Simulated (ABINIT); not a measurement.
TePb:

```xyz
2
Lattice="0.0000 3.2310 3.2310 3.2310 0.0000 3.2310 3.2310 3.2310 0.0000" Properties=species:S:1:pos:R:3 pbc="T T T"
Pb    0.0000    0.0000    0.0000
Te    3.2310    3.2310    3.2310
```

- Program: ABINIT 10.8.3 (patched build)
- Task: relaxation of cell and atoms
- Functional: LDA
- Potentials or basis: PseudoDojo NC SR LDA v0.4.1 standard
- Cutoff: 1088 eV
- k mesh: 5 × 5 × 5
- Occupations: fermi-dirac, width 0.05 eV
- Spin: no spin polarisation

At the start: pressure -1.7 GPa; volume 33.73 Å³/atom.

Question: Where does the relaxation end?

Answer: Over 4 steps the energy falls by 6.9 meV/atom and the volume is 32.47 Å³/atom (-3.7 %); space group Fm-3m (No. 225, to 0.05 Å).

Step by step:
```
step  energy change (eV)  largest force (eV/Å)  pressure (GPa)  volume (Å³)
   1              0.0000                0.0000           -1.71        67.46
   2             -0.0035                0.0000           -1.49        67.11
   3             -0.0139                0.0000            0.10        64.81
   4             -0.0139                0.0000            0.00        64.94
```

Final structure:
```yaml
crystal:
  lattice:
    - [0.00000, 3.19035, 3.19035]
    - [3.19035, 0.00000, 3.19035]
    - [3.19035, 3.19035, 0.00000]
  atoms:
    - { symbol: Pb, position: [0.00000, 0.00000, 0.00000] }
    - { symbol: Te, position: [0.50000, 0.50000, 0.50000] }
```
